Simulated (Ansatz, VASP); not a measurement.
**One calculation of Ca2F, two programs**

POSCAR

```
Ca2F
1.0
    4.4712655554      0.0000000000      0.0000000000
   -2.2356327777      3.8722295580      0.0000000000
    0.0000000000      0.0000000000      4.8277784236
Ca F
2 1
Direct
    0.3333333333      0.6666666667      0.5000000000
    0.6666666667      0.3333333333      0.5000000000
    0.0000000000      0.0000000000      0.0000000000
```

File INCAR.step1:

```
ALGO = Normal
EDIFF = 1E-4
ENCUT = 520
GGA = PE
ISMEAR = 0
LASPH = T
LCHARG = F
LREAL = F
LWAVE = T
NBANDS = 20
NELM = 100
PREC = Accurate
SIGMA = 0.1
```

The input INCAR.step2:

```
ALGO = Normal
EDIFF = 1E-7
ENCUT = 520
ISIF = 2
ISMEAR = 0
ISTART = 1
LASPH = T
LCHARG = T
LELF = T
LMIXTAU = T
LREAL = F
LVHAR = T
LWAVE = F
METAGGA = R2SCAN
NBANDS = 20
NELM = 100
PREC = Accurate
SIGMA = 0.1
```

KPOINTS

```
k-points
0
Gamma
  6 6 4
```

Input for Ansatz:

```yaml
crystal:
  lattice:
    - [4.4712655554, 0.0, 0.0]
    - [-2.2356327777, 3.872229558, 0.0]
    - [0.0, 0.0, 4.8277784236]
  atoms:
    - { symbol: Ca, position: [0.3333333333, 0.6666666667, 0.5] }
    - { symbol: Ca, position: [0.6666666667, 0.3333333333, 0.5] }
    - { symbol: F, position: [0.0, 0.0, 0.0] }
basis:
  ecutwfc: 500
kpoints:
  mp_grid: { grid: [6, 6, 4] }
hamiltonian:
  xc: r2scan
scf:
  occupations: { method: gaussian, width: 0.1 }
  lower_state_search: "off"
output:
  forces: true
  stress: true
  eigenvalues: true
```

Alike in both runs: task single point; functional r2SCAN; k mesh 6 × 6 × 4; occupations gaussian, width 0.1 eV; no spin polarisation.

|  | VASP | Ansatz |
| --- | --- | --- |
| version | VASP 6.6.1 | Ansatz 0.2.0 |
| potentials or method | VASP PAW PBE potentials, release 64 (Ca_sv, F) | scalar-relativistic, plane waves, PAW |
| plane-wave cutoff (eV) | 520 | 500 |
| valence electrons in the cell | 27 | 27 |

Ansatz gave:

| Quantity | Value |
| --- | --- |
| gap on the k mesh at the Fermi level (eV) | none |
| pressure (GPa) | 2.6 |
| largest component of the traceless stress (GPa) | 7.38 |

Which values does VASP return?

gap on the k mesh at the Fermi level (eV): none; pressure (GPa): 2.7; largest component of the traceless stress (GPa): 7.61.

A gap of «none» marks a metal or a gap that the smearing closes.

Caveats: the PAW data sets were made with another functional, which shifts forces and pressure a little (VASP); an odd number of electrons without spin polarisation forces a metal; a magnetic or distorted state may lie lower.
